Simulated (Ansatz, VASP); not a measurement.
HfO2: VASP beside Ansatz

```
CELL_PARAMETERS angstrom
3.55802 0.00000 0.00000
0.00000 3.55802 0.00000
0.00000 0.00000 5.17186
ATOMIC_POSITIONS crystal
Hf 0.50000 0.50000 0.50000
Hf 0.00000 0.00000 0.00000
O 0.00000 0.50000 0.69721
O 0.50000 0.00000 0.80279
O 0.50000 0.00000 0.30279
O 0.00000 0.50000 0.19721
```

Measurements of this composition are mostly on another form, of space group No. 14.

Alike in both runs: task single point; functional PBEsol; k mesh 6 × 6 × 4; no spin polarisation.

```csv
,VASP,Ansatz
version,VASP 6.6.1,Ansatz 0.2.0
potentials or method,"VASP PAW PBE potentials, release 64 (Hf_pv, O)","plane waves, PAW"
plane-wave cutoff (eV),520,420
occupations,"gaussian, width 0.01 eV",fixed
valence electrons in the cell,44,76
```

|  | VASP | Ansatz | Ansatz less VASP |
| --- | --- | --- | --- |
| gap on the k mesh at the Fermi level (eV) | 4.63 | 4.64 | +0.011 |

The two sets of potentials don't hold the same shells in valence.

Caveats: spin-orbit coupling is left out, which moves the levels of the heavy elements. A k mesh can miss the band edges.
